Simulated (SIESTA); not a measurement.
Ti:

```
CELL_PARAMETERS angstrom
-1.64100 1.64100 1.64100
1.64100 -1.64100 1.64100
1.64100 1.64100 -1.64100
ATOMIC_POSITIONS crystal
Ti 0.00000 0.00000 0.00000
```

This isn't the form of Ti at room conditions, which is hcp.

```yaml
Program: SIESTA 5.4.2
Task: single point
Functional: PBEsol
Potentials_or_basis: PseudoDojo 0.4 standard (PBEsol files)
Basis: DZP (energy shift 0.003 Ry; two zetas on semicore shells)
Grid_cutoff: 800 Ry
Energy_shift: 0.003 Ry
k_mesh: 11 × 11 × 11
Occupations: fermi-dirac, width 0.05 eV
Spin: no spin polarisation
```

On this cell: pressure -6.7 GPa; band gap on the k mesh none (metal or under the smearing width).

The same run follows on a disturbed copy (cell strained at random at fixed volume):

```
CELL_PARAMETERS angstrom
-1.66514 1.66141 1.59911
1.68039 -1.70507 1.65802
1.60454 1.64447 -1.64278
ATOMIC_POSITIONS crystal
Ti 0.99280 0.00712 0.00682
```

Problem. What does the disturbed cell give?

Solution. The energy (extrapolated to zero smearing) moves by +3.0 meV/atom; pressure -6.7 GPa; band gap on the k mesh none (metal or under the smearing width).

Stress tensor (GPa, compression positive):
```
-6.69  1.45 -0.59
 1.45 -6.30  1.10
-0.59  1.10 -7.02
```

Caveats: the basis of atomic orbitals isn't converged, which shifts pressures, moduli and gaps.
